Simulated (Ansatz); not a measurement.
input.yaml (Ansatz)

```yaml
crystal:
  lattice:
    - [-1.8562079903, 1.8562079903, 1.8562079903]
    - [1.8562079903, -1.8562079903, 1.8562079903]
    - [1.8562079903, 1.8562079903, -1.8562079903]
  atoms:
    - { symbol: Zr, position: [0.0, 0.0, 0.0], spin: 1.0 }
hamiltonian:
  xc: pbe
  pseudopotentials:
    kind: paw
    azcp:
      Zr: "pseudopotentials/Zr.paw.azcp"
basis:
  ecutwfc: 420
  fft_grid_basis: typed
kpoints:
  mp_grid: { grid: [20, 20, 20], shift: [0, 0, 0] }
magnetization:
  spin_polarized: true
scf:
  occupations: { method: fermi_dirac, width: 0.05 }
output:
  stress: true
```

Output

```
Engine: ansatz 0.2.0, aarch64-unknown-linux-gnu
Pseudopotentials: kind: paw
Pseudopotential: Zr, paw, valence charge 12, recommended cutoff 420 eV (normal) 
Functional definition: PBE
  parameter kappa = 0.804
  parameter beta = 0.06672455060314922
  exchange = pbe_x(kappa = kappa, mu = beta*pi^2/3)
  correlation = pbe_c(beta = beta)
Crystal: 1 atoms, lattice volume = 25.582 Å³
Basis set: ecut = 420 eV, 531 PW (Γ)
Bands: 11, of which v1, the nominal top of the filled ones, is band 6 counted from 1 (5 counted from 0)
Symmetry: 48 space group operations
Space group: Im-3m (ITA 229), of the structure as read, at distance tolerance 2.9e-5 Å
Magnetic group: BNS 229.140 (UNI 1642), of the structure as read, at distance tolerance 2.9e-5 Å
k-points: 256 of 8000
Non-local potential: Zr, projectors of the file, l = 0: 3, l = 1: 2, l = 2: 2, l = 3: 2
PAW form: soft (Blöchl's): semilocal exchange-correlation on the pseudo side does not see the compensation charge
PAW one-centre angular grid: Zr, 590 points (default); XC on 64 Gauss nodes
Initial density: superposition of atomic densities (chi_scale 0.1, normalization cell)
Starting moments: Σ|m| = 1 μB on 1 of 1 site
Initial wavefunctions: pseudopotential atomic-orbital guess
Functional: x = pbe(κ = 0.804, μ = 0.2195149727645171), c = pbe(β = 0.06672455060314922)
iter 1 solved again at ethr=1.97e-3 eV; its pass at ethr=3.10e-3 eV (dr2=2.37e-1 eV) is discarded
SCF iter   1: F=—  HF=-4183.807703 eV  |F-HF|=—  |Δ(HF+E_count)|=         —  Δρ=2.70e-2 (↑2.70e-2 ↓1.17e-2)  dr2=2.40e-1  dr2_m=6.56e-2  M=0.459 μB ∫|m|=0.459 μB  β_m=0.30  ethr=1.97e-3  ⟨swp⟩=1.0  Hψ=39556  notcnv=0
Mixer restart at iter 1: flushing history
spin=Collinear: Kerker preconditioning applied to the charge; magnetization (m = ρ↑ − ρ↓) channel mixes plain (no charge-response kernel on spin).
SCF iter   2: F=—  HF=-4183.734443 eV  |F-HF|=—  |Δ(HF+E_count)|=   7.33e-2  Δρ=2.01e-2 (↑2.01e-2 ↓9.04e-3)  dr2=1.34e-1  dr2_m=3.66e-2  M=0.417 μB ∫|m|=0.417 μB  β_m=0.65  ethr=1.97e-3  ⟨swp⟩=2.0  Hψ=7236  notcnv=0
SCF iter   3: F=—  HF=-4183.675541 eV  |F-HF|=—  |Δ(HF+E_count)|=   5.89e-2  Δρ=2.32e-3 (↑2.25e-3 ↓2.32e-3)  dr2=9.00e-4  dr2_m=8.52e-4  M=0.232 μB ∫|m|=0.232 μB  β_m=0.82  ethr=1.12e-3  ⟨swp⟩=2.2  Hψ=10093  notcnv=0
SCF iter   4: F=—  HF=-4183.679983 eV  |F-HF|=—  |Δ(HF+E_count)|=   4.44e-3  Δρ=1.50e-3 (↑1.40e-3 ↓1.50e-3)  dr2=1.73e-5  dr2_m=4.84e-4  M=0.149 μB ∫|m|=0.149 μB  β_m=0.91  ethr=7.50e-6  ⟨swp⟩=2.0  Hψ=8583  notcnv=0
SCF iter   5: F=—  HF=-4183.681305 eV  |F-HF|=—  |Δ(HF+E_count)|=   1.32e-3  Δρ=8.39e-4 (↑8.15e-4 ↓8.39e-4)  dr2=5.59e-6  dr2_m=1.59e-4  M=0.083 μB ∫|m|=0.083 μB  β_m=0.96  ethr=1.44e-7  ⟨swp⟩=2.0  Hψ=8938  notcnv=0
SCF iter   6: F=—  HF=-4183.681890 eV  |F-HF|=—  |Δ(HF+E_count)|=   5.85e-4  Δρ=8.93e-5 (↑8.93e-5 ↓7.29e-5)  dr2=1.28e-6  dr2_m=7.02e-7  M=0.004 μB ∫|m|=0.004 μB  β_m=0.98  ethr=4.66e-8  ⟨swp⟩=3.3  Hψ=10867  notcnv=0
SCF iter   7: F=—  HF=-4183.681894 eV  |F-HF|=—  |Δ(HF+E_count)|=   4.10e-6  Δρ=1.22e-5 (↑1.22e-5 ↓9.23e-6)  dr2=1.77e-8  dr2_m=1.89e-8  M=0.000 μB ∫|m|=0.000 μB  β_m=0.99  ethr=1.07e-8  ⟨swp⟩=2.0  Hψ=8525  notcnv=0
SCF iter   8: F=—  HF=-4183.681894 eV  |F-HF|=—  |Δ(HF+E_count)|=   7.29e-8  Δρ=2.11e-6 (↑1.62e-6 ↓2.11e-6)  dr2=2.54e-10  dr2_m=7.21e-10  M=0.000 μB ∫|m|=0.000 μB  β_m=0.99  ethr=1.48e-10  ⟨swp⟩=2.0  Hψ=8935  notcnv=0
SCF iter   9: F=—  HF=-4183.681894 eV  |F-HF|=—  |Δ(HF+E_count)|=   2.71e-9  Δρ=6.01e-7 (↑5.92e-7 ↓6.01e-7)  dr2=6.68e-12  dr2_m=8.15e-11  M=-0.000 μB ∫|m|=0.000 μB  β_m=1.00  ethr=2.11e-12  ⟨swp⟩=2.1  Hψ=9024  notcnv=0
SCF iter  10: F=-4183.681894 eV  HF=-4183.681894 eV  |F-HF|=1.82e-12  |Δ(HF+E_count)|=  4.03e-10  Δρ=5.51e-8 (↑4.30e-8 ↓5.51e-8)  dr2=1.49e-13  dr2_m=4.72e-13  M=-0.000 μB ∫|m|=0.000 μB  ethr=1.00e-12  ⟨swp⟩=1.0  Hψ=15972  notcnv=0
SCF 1 converged in 10 iterations: F = -4183.681894 eV  dr2 = 1.49e-13
WARN: the starting moments were not kept: the SCF closed with an absolute magnetisation of 1.6e-6 μB, where they sum to 1 μB in size (1 site). That is at most 0.1 of that sum. Measured as dr2_m measures the in/out step, that magnetisation stands 3.1e-13 eV from none, at or under the dr2_threshold of 1.0e-7 eV: it is no larger than a step whose dr2_m would equal this threshold. The system may hold no moment; this SCF shows only that its start led to no more than that. To try another start: raise the starting moments (crystal.atoms[].spin, magnetization.per_species, magnetization.initial_magnetization, or on a non-collinear deck that types none of these the spinor_matrix: blocks that start its atoms; where the total moment is fixed, keep their sum and leave initial_magnetization as it is; typed ones take the place of any that the run laid by itself, positive ones on a crystal's lanthanoids without a Hubbard term where scf.initial_density.shell_occupations: [] is typed) or, if the notice of its spin-set hold's release reads "site moments contracting" or "site moments show no strong build", lengthen the hold (scf.mixing.spin_hold: { on: { confirm: 4 } }; for m-r²SCAN on two components see the key's manual first). Each may lead to a state that holds a moment. A second SCF, from the converged charge density, with the starting moments and any scf.initial_density.shell_occupations laid on it anew, would have followed, and was not run: the deck does not ask for one (magnetization.retry_lost_moments is false, the default). To let it run, set magnetization.retry_lost_moments: true and run the deck again, where that key's refused combinations let it; where memory then withholds it, that run's warning says so.
SCF converged after 10 iterations
Magnetization: -0.0000 μB (6.0000 up, 6.0000 down)
Absolute magnetization: 0.0000 μB (∫|ρ↑−ρ↓|, with the PAW one-centre terms)
Spin contamination: 0.0000 ħ² per cell (⟨S²⟩ above its minimum at these occupations)
Per-site moments (μB) at R_I (Å): [(-6.466414954696871e-7, 1.3262067013036536)]
Free energy (F): -4183.681894 eV
Harris-Foulkes:  -4183.681894 eV  (|F-HF|=1.82e-12)
Internal energy: -4183.663934 eV  (E = F + TS)
E sigma→0 (E₀):  -4183.672914 eV
Entropy (-TS):   -0.017960 eV (-17.960 meV/atom)
Fermi energy:    12.270797 eV
--- Per-component energies (eV) ---
  E_band       = -115.113281
  E_kinetic    = 330.207105
  E_local      = -671.099935  (includes V_loc(G=0)·N_el)
  E_nonlocal   = 80.545244
  E_hartree    = 207.460133
  E_xc         = -160.401945
  E_vxc        = -189.244164  (∫ρ·V_xc dr)
  E_paw        = -2954.037930  (= ΣΔE_a)
  E_vpaw       = -80.441819  (= ΣTr[D̂ρ^β])
  E_aug_tail   = 0.000025  (compensation charges beyond the density's cutoff)
  E_ewald      = -1016.336630
  E_smearing   = -0.017960  (= −TS)
  E_closure    = 0.000000  (closes the sum)
  Σ components = -4183.681894   (vs F -4183.681894, Δ=0.00e0)
--- Stress (GPa, compression-positive) ---
       -8.365808       0.000000      -0.000000
        0.000000      -8.365808      -0.000000
        0.000000       0.000000      -8.365808
  P = ⅓ Tr σ = -8.3658 GPa (-83.658 kbar)
```
